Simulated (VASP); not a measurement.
I: relaxation of cell and atoms with PBEsol

Crystal: I.

```
I
1.0
    -1.49574    1.49499    2.48896
     1.49574   -1.49499    2.48896
     1.49574    1.49499   -2.48896
I
1
Direct
  0.00000 0.00000 0.00000
```

| Item | Value |
| --- | --- |
| Program | VASP 6.6.1 |
| Task | relaxation of cell and atoms |
| Functional | PBEsol |
| Potentials or basis | VASP PAW PBE potentials, release 64 (I) |
| Cutoff | 600 eV |
| k mesh | 12 × 12 × 12 |
| Occupations | gaussian, width 0.03 eV |
| Spin | no spin polarisation |
| Target pressure | 32 GPa |
| Further INCAR settings | ALGO = Normal; EDIFF = 1e-07; IBRION = 2; EDIFFG = -0.005; NSW = 90; ISIF = 3 |
| Target pressure | 32 GPa |

* Relaxed volume: 22.26 Å³/atom
* Relaxed cell: a = 3.266 Å, b = 3.266 Å, c = 3.266 Å, α = 125.49°, β = 125.52°, γ = 80.71°
* Space group after relaxing (to 0.05 Å): I4/mmm (No. 139)
* Energy change on relaxing (the enthalpy is what falls): +1.3 meV/atom
* Ionic steps: 3
* Pressure after relaxing: 32.0 GPa
* Band gap on the k mesh: none (metal or under the smearing width)

The path:
```tsv
step	energy change (eV)	largest force (eV/Å)	pressure (GPa)	volume (Å³)
1	0.0000	0.0000	31.96	22.26
2	0.0039	0.0000	32.10	22.24
3	0.0013	0.0000	32.01	22.26
```

Final structure:
```yaml
crystal:
  lattice:
    - [-1.49558, 1.49490, 2.48864]
    - [1.49558, -1.49490, 2.48864]
    - [1.49558, 1.49490, -2.48864]
  atoms:
    - { symbol: I, position: [0.00000, 0.00000, 0.00000] }
```

Levels at points of the mesh, in eV from the Fermi level:
```tsv
k point	band 1	band 2	band 3	band 4	band 5	band 6	band 7
(0.00, 0.00, 0.00)	-17.52	1.98	2.46	2.48	8.56	10.34	10.35
(0.50, 0.00, 0.00)	-13.85	-8.66	-0.69	2.18	5.41	9.09	10.16
(0.00, 0.50, 0.00)	-13.85	-8.66	-0.69	2.18	5.41	9.09	10.18
(0.50, 0.50, 0.00)	-11.65	-7.40	-3.77	-2.02	2.28	3.30	16.46
(0.50, 0.50, 0.50)	-13.79	-8.31	-0.86	-0.85	4.47	4.62	20.95
```

Run time: 45 s on 1 thread of Intel(R) Xeon(R) 6975P-C (Granite Rapids) (shared host), peak memory 0.2 GiB.

Caveat: the cell is relaxed towards a set pressure, so the enthalpy falls and the energy may rise; the PAW data sets were made with another functional, which shifts forces and pressure a little; an odd number of electrons without spin polarisation forces a metal; a magnetic or distorted state may lie lower. The run has no spin-orbit coupling, so splittings on I are missing.
